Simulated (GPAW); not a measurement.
# TiO2 (P4_2/mnm) in GPAW: further runs, part 3 of 3

GPAW 26.7.0. The steps go on from the part before.

**5. Band structure, PBE+U**

The input, run.py:

```python
from ase.dft.bandgap import bandgap
from ase.io import read, write
from ase.units import GPa
from gpaw import GPAW, PW

atoms = read('TiO2.xyz')

calc = GPAW(mode=PW(800),
            xc='PBE',
            kpts={'size': (4, 4, 7), 'gamma': True},
            occupations={'name': 'fermi-dirac', 'width': 0.05},
            setups={'Ti': ':d,6.0'},
            nbands=43,
            convergence={'density': 1e-05, 'energy': 1e-05},
            maxiter=150,
            txt='gpaw.txt')
atoms.calc = calc
energy = atoms.get_potential_energy()
forces = atoms.get_forces()
stress = atoms.get_stress()
calc.write('gs.gpw')
write('result.traj', atoms)
print(f'Energy: {energy:.6f} eV')
print('Forces (eV/A):')
print(forces.round(4))
print('Stress (GPa):', (stress / GPa).round(3))
print('Fermi level:', round(calc.get_fermi_level(), 4), 'eV')
print(f'Gap: {bandgap(calc)[0]:.4f} eV, direct: {bandgap(calc, direct=True)[0]:.4f} eV')

path = atoms.cell.bandpath('GXMGZRAZ,XR,MA', npoints=100, eps=1e-4)
bs_calc = calc.fixed_density(kpts=path, symmetry='off', nbands=61,
                             convergence={'bands': 'CBM+6.0', 'eigenstates': 1e-6}, txt='bands.txt')
bs = bs_calc.band_structure()
bs.write('bs.json')
print(f'Gap on the path: {bandgap(bs_calc)[0]:.4f} eV')
```

The input, TiO2.xyz:

```xyz
6
Lattice="4.5998373239 0.0000000000 0.0000000000 0.0000000000 4.5998373239 0.0000000000 0.0000000000 0.0000000000 2.9592135600" Properties=species:S:1:pos:R:3 pbc="T T T"
Ti     0.0000000000      0.0000000000      1.4796067800
Ti     2.2999186620      2.2999186620      0.0000000000
O      1.3998285662      1.3998285662      1.4796067800
O      0.9000900958      3.6997472281      0.0000000000
O      3.6997472281      0.9000900958      0.0000000000
O      3.2000087577      3.2000087577      1.4796067800
```

Potentials or basis: GPAW PAW data sets (gpaw-data 1.2.1), pw.

Command:

```sh
OMP_NUM_THREADS=1 python run.py
```

gpaw.txt:

```text
__  _  _
 | _ |_)|_||  |
 |__||  | ||/\| - 26.7.0

Input parameters:
  mode=PW(ecut=800.0),
  convergence={'density': 1e-05, 'energy': 1e-05},
  kpts=MonkhorstPack(size=(4, 4, 7), gamma=True),
  maxiter=150,
  nbands=43,
  occupations=Occupations(name='fermi-dirac', width=0.05),
  setups={'Ti': ':d,6.0'},
  xc=XC(name='PBE')

Diagonalizing LCAO Hamiltonian
Converting LCAO to pw mode
    .----------.
   /|          |
  / |          |
 *  |      O   |
 |  .O---------.
 Ti/  O Ti    /
 |/       O  /
 *----------*

Atoms  # Å, Bohr magnetons
|   | symbol |        x |        y |        z |    initial magnetic moments |
|---|--------|----------|----------|----------|-----------------------------|
| 0 |     Ti | 0.000000 | 0.000000 | 1.479607 | ( 0.0000,  0.0000,  0.0000) |
| 1 |     Ti | 2.299919 | 2.299919 | 0.000000 | ( 0.0000,  0.0000,  0.0000) |
| 2 |      O | 1.399829 | 1.399829 | 1.479607 | ( 0.0000,  0.0000,  0.0000) |
| 3 |      O | 0.900090 | 3.699747 | 0.000000 | ( 0.0000,  0.0000,  0.0000) |
[... 188 lines left out ...]

dipole moment: (-14.979147, -14.979147, -26.214908)  # |e|*Ang

Fermi level: 7.313
Eigenvalues  # (at kpt = [0.000, 0.000, 0.000])
| band index |      eig [eV] | occ [0-2] |
|------------|---------------|-----------|
|          0 |       -52.696 |     2.000 |
|        ... |               |           |
|         16 |         2.257 |     2.000 |
|         17 |         3.322 |     2.000 |
|         18 |         3.322 |     2.000 |
|         19 |         3.897 |     2.000 |
|         20 |         5.236 |     2.000 |
|         21 |         5.545 |     2.000 |
[... 8 lines left out ...]
|         30 |        11.802 |     0.000 |
|         31 |        12.855 |     0.000 |
|        ... |               |           |
|         42 |        25.070 |     0.000 |

Gap: 2.868 eV
Transition (v -> c):
  (s=0, k=0, n=23, [0.00, 0.00, 0.00]) -> (s=0, k=24, n=24, [0.50, 0.50, 0.00])
Direct/indirect transitions are different
Direct gap: 2.912 eV
Transition at: (s=0, k=0, n=23, [0.00, 0.00, 0.00])

Forces  # eV/Ang
|        x |        y |       z |
|----------|----------|---------|
|  0.00000 |  0.00000 | 0.00000 |  # Ti   0
|  0.00000 |  0.00000 | 0.00000 |  # Ti   1
| -0.08416 | -0.08416 | 0.00000 |  # O    2
|  0.08418 | -0.08418 | 0.00000 |  # O    3
| -0.08418 |  0.08418 | 0.00000 |  # O    4
|  0.08416 |  0.08416 | 0.00000 |  # O    5

Stress tensor  # eV/Ang^3
|         x |         y |         z |
|-----------|-----------|-----------|
| -0.063689 |  0.000000 |  0.000000 |
|  0.000000 | -0.063689 |  0.000000 |
|  0.000000 |  0.000000 | -0.100405 |

# Writing to gs.gpw (mode='')
```

bands.txt:

```text
Diagonalizing LCAO Hamiltonian
Converting LCAO to pw mode
convergence criteria:
- Maximum integral of absolute [eigenst]ate change: 1e-06 eV^2 / valence electron
maximum number of iterations: 150

SCF iterations
|iter     | |      energy | eigst |  dens |
[... 106 lines left out ...]
         [0.5       , 0.5       , 0.21428571],
         [0.5       , 0.5       , 0.25      ],
         [0.5       , 0.5       , 0.28571429],
         [0.5       , 0.5       , 0.32142857],
         [0.5       , 0.5       , 0.35714286],
         [0.5       , 0.5       , 0.39285714],
         [0.5       , 0.5       , 0.42857143],
         [0.5       , 0.5       , 0.46428571],
         [0.5       , 0.5       , 0.5       ]])),
  maxiter=150,
  nbands=61,
  occupations=Occupations(name='fermi-dirac', width=0.05),
  setups={'Ti': ':d,6.0'},
  symmetry=Symmetry(point_group=False, time_reversal=False),
  xc=XC(name='PBE')
```

It took 2.2 min on 1 thread of Intel Xeon 6975P-C (Granite Rapids), shared host; peak memory 0.7 GiB.

Results:

| Quantity | Value |
| --- | --- |
| Free energy | -44.5435 eV |
| Pressure | 12.2 GPa |
| Largest force | 0.119 eV/Å |
| Band gap on the k mesh | 2.87 eV, indirect (least direct gap 2.91 eV) |
| Band gap along the path | 2.87 eV, indirect (least direct gap 2.91 eV) |

Forces in eV/Å, atoms in the order of the input:
```
Ti   0.000  0.000  0.000
Ti   0.000  0.000  0.000
O   -0.084 -0.084  0.000
O    0.084 -0.084  0.000
O   -0.084  0.084  0.000
O    0.084  0.084  0.000
```

Stress tensor (GPa, compression positive):
```
10.20  0.00  0.00
 0.00 10.20  0.00
 0.00  0.00 16.09
```

Levels at the corners of the path, in eV from the valence-band top:
| point | band 20 | band 21 | band 22 | band 23 | band 24 | band 25 | band 26 | band 27 | band 28 | band 29 |
| --- | --- | --- | --- | --- | --- | --- | --- | --- | --- | --- |
| Γ | -2.21 | -0.87 | -0.57 | -0.57 | 0.00 | 2.91 | 3.05 | 3.56 | 3.60 | 3.60 |
| X | -3.19 | -1.75 | -1.75 | -0.80 | -0.80 | 3.52 | 3.52 | 4.19 | 4.19 | 4.63 |
| M | -2.05 | -1.51 | -1.51 | -1.26 | -1.26 | 2.87 | 2.87 | 3.62 | 3.62 | 4.86 |
| Γ | -2.21 | -0.87 | -0.57 | -0.57 | 0.00 | 2.91 | 3.05 | 3.56 | 3.60 | 3.60 |
| Z | -2.93 | -2.35 | -2.35 | -1.53 | -1.53 | 4.03 | 4.03 | 4.42 | 4.42 | 4.61 |
| R | -2.64 | -2.00 | -2.00 | -1.13 | -1.13 | 2.96 | 2.96 | 4.48 | 4.48 | 4.84 |
| A | -2.89 | -1.25 | -1.25 | -0.77 | -0.77 | 3.65 | 3.65 | 4.19 | 4.19 | 4.56 |
| Z | -2.93 | -2.35 | -2.35 | -1.53 | -1.53 | 4.03 | 4.03 | 4.42 | 4.42 | 4.61 |
| X | -3.19 | -1.75 | -1.75 | -0.80 | -0.80 | 3.52 | 3.52 | 4.19 | 4.19 | 4.63 |
| R | -2.64 | -2.00 | -2.00 | -1.13 | -1.13 | 2.96 | 2.96 | 4.48 | 4.48 | 4.84 |
| M | -2.05 | -1.51 | -1.51 | -1.26 | -1.26 | 2.87 | 2.87 | 3.62 | 3.62 | 4.86 |
| A | -2.89 | -1.25 | -1.25 | -0.77 | -0.77 | 3.65 | 3.65 | 4.19 | 4.19 | 4.56 |

**6. Overview**

| U | gap on the mesh (eV) | pressure (GPa) | largest force (eV/Å) |
| --- | --- | --- | --- |
| Ti d U = 3 eV | 2.35 | 8.6 | 0.07 |
| Ti d U = 4 eV | 2.52 | 9.8 | 0.09 |
| Ti d U = 5 eV | 2.69 | 10.9 | 0.10 |
| Ti d U = 6 eV | 2.87 | 12.2 | 0.12 |

Alike in all rows: task band structure; level PBE+U; potentials or basis GPAW PAW data sets (gpaw-data 1.2.1), pw; no spin polarisation; cell as given; k mesh 4 × 4 × 7; cutoff (eV) 800; smearing fermi-dirac 0.05 eV.

On the cell as given the gap runs from 2.35 eV (PBE+U) to 2.87 eV (PBE+U).

Total energies depend on the potentials used, so only differences within one code and one set of settings carry meaning.

**7. Comparison with measurements**

Step 2. A measured gap of TiO2 is 3.03 eV (direct; 1.6 K; quoted in “Shallow Valence Band of Rutile GeO2 and P-type Doping”, 2020, arxiv:2011.08928); the calculated 2.35 eV misses it by -0.68 eV. 2 values of this kind are on record in papers (3.03 to 3.05 eV); this one was drawn at random among those near their median. The value is that of PBE+U, without temperature or zero-point motion. The cell is a database's relaxed one, not the measured one, which moves gaps too.

Step 3. Against the measured gap of TiO2, 3.03 eV (direct; 1.6 K; quoted in “Shallow Valence Band of Rutile GeO2 and P-type Doping”, 2020, arxiv:2011.08928), the calculated 2.52 eV is off by -0.51 eV. 2 values of this kind are on record in papers (3.03 to 3.05 eV); this one was drawn at random among those near their median. The value is that of PBE+U, without temperature or zero-point motion. The cell is a database's relaxed one, not the measured one, which moves gaps too.

Step 4. A measured gap of TiO2 is 3.03 eV (direct; 1.6 K; quoted in “Shallow Valence Band of Rutile GeO2 and P-type Doping”, 2020, arxiv:2011.08928); the calculated 2.69 eV misses it by -0.34 eV. 2 values of this kind are on record in papers (3.03 to 3.05 eV); this one was drawn at random among those near their median. The value is that of PBE+U, without temperature or zero-point motion. The cell is a database's relaxed one, not the measured one, which moves gaps too.

Step 5. Against the measured gap of TiO2, 3.03 eV (direct; 1.6 K; quoted in “Shallow Valence Band of Rutile GeO2 and P-type Doping”, 2020, arxiv:2011.08928), the calculated 2.87 eV is off by -0.16 eV. 2 values of this kind are on record in papers (3.03 to 3.05 eV); this one was drawn at random among those near their median. The value is that of PBE+U, without temperature or zero-point motion. The cell is a database's relaxed one, not the measured one, which moves gaps too.
